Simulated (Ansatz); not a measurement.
Ti:

```xyz
1
Lattice="-1.6410 1.6410 1.6410 1.6410 -1.6410 1.6410 1.6410 1.6410 -1.6410" Properties=species:S:1:pos:R:3 pbc="T T T"
Ti    0.0000    0.0000    0.0000
```

This isn't the form of Ti at room conditions, which is hcp.

| Property | Result |
| --- | --- |
| Program | Ansatz 0.2.0 |
| Task | single point |
| Functional | PBE |
| Potentials or basis | all-electron LAPW, scalar-relativistic |
| Cutoff | 227 eV (chosen from the basis error) |
| Basis error allowed | 0.001 eV/atom |
| k mesh | 11 × 11 × 11 |
| Occupations | fermi-dirac, width 0.05 eV |
| Spin | no spin polarisation |

On this cell: pressure -2.5 GPa; band gap on the k mesh none (metal or under the smearing width).

The same run follows on a disturbed copy (cell strained at random at fixed volume):

```xyz
1
Lattice="-1.6651 1.6614 1.5991 1.6804 -1.7051 1.6580 1.6045 1.6445 -1.6428" Properties=species:S:1:pos:R:3 pbc="T T T"
Ti    0.0349   -0.0129   -0.0109
```

Task: What does the disturbed cell give?

Result: The energy (extrapolated to zero smearing) moves by +2.7 meV/atom; pressure -2.5 GPa; band gap on the k mesh none (metal or under the smearing width).

Stress tensor (GPa, compression positive):
```
-2.45  1.31 -0.59
 1.31 -2.07  0.98
-0.59  0.98 -2.87
```
